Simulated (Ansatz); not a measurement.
Be: electron density at the nuclei under pressure

```
CELL_PARAMETERS angstrom
0.00000 2.44846 2.44846
2.44846 0.00000 2.44846
2.44846 2.44846 0.00000
ATOMIC_POSITIONS crystal
Be 0.00000 0.00000 0.00000
Be 0.25000 0.25000 0.25000
```

Atom numbers follow the list: Be1, Be2.

The conventional cell has a = 4.897 Å, b = 4.897 Å, c = 4.897 Å, α = 90.00°, β = 90.00°, γ = 90.00°. Be (atom 1) has 4 Be at 2.12 Å as nearest neighbours.

The cell was built from the diamond type and relaxed in the same program, and has space group Fd-3m; it needn't be a known or the stable phase.

These are results of DFT, PBE, all-electron PAW with datasets made for the crystal, scalar-relativistic in Ansatz 0.2.0, not measurements.

The runs use a Γ-centred 13×13×13 k mesh, Fermi–Dirac smearing of 0.08 eV, cutoff 200 eV (chosen by the program for this cell), no spin polarisation.

The contact density is the mean electron density over the nuclear volume; its changes follow the s electrons' response to bonding and compression. Changes below are taken from the unscaled cell, where it is 240.322 e/Å³ at Be1.

The datasets are made afresh for each cell, so very small changes are uncertain.

Question: Does compression raise or lower the contact density at Be1?

Answer: It raises it, by 0.09 e/Å³ over the whole range.

Question: Tabulate the changes with volume.

Answer: 
| V/V(cell) | P (GPa) | Δρ(0) Be1 (e/Å³) |
| --- | --- | --- |
| 0.9600 | 1.9 | 0.05 |
| 1.0000 | 0.0 | 0.00 |
| 1.0400 | -1.6 | -0.04 |
